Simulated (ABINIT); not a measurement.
A run of ABINIT 10.8.3 (patched build) is set up as follows.

run.abi

```
pp_dirpath "./"
pseudos "Ga.GGA_PBE-JTH.xml, N.GGA_PBE-JTH.xml"

acell 3*1.0
rprim
     0.0000000000     4.2584989699     4.2584989699
     4.2584989699     0.0000000000     4.2584989699
     4.2584989699     4.2584989699     0.0000000000
ntypat 2
znucl 31 7
natom 2
typat 1 2
xred
     0.0000000000     0.0000000000     0.0000000000
     0.2500000000     0.2500000000     0.2500000000

ecut 25.0
pawecutdg 47.0

kptopt 1
ngkpt 13 13 13
nshiftk 1
shiftk 0.0 0.0 0.0

ixc 11

nband 13
occopt 3
tsmear 0.05 eV

nstep 100
tolvrs 1.0e-9

iomode 3
prtwf 0
prtden 0
prteig 0
prtebands 0
```

Potentials or basis: JTH PAW PBE v2.0.

The run is started by

```console
$ abinit run.abi > log 2>&1
```

**Question.** What does it give for the band gap on the k mesh?

**Answer.** 1.71 eV, direct.

**The experiment to reproduce.**

From a printed reference work, textbook, for a bulk crystal of GaN at 0 K: band gap 3.299 eV (direct).

Measured gap of GaN: 3.299 eV (direct; 0 K; a printed reference work, textbook). This calculation gives 1.71 eV (-1.59 eV). Spin-orbit coupling on Ga is left out. The value is that of PBE, without temperature or zero-point motion. Semilocal functionals fall short of measured gaps as a rule. The cell is a database's relaxed one, not the measured one, which moves gaps too.
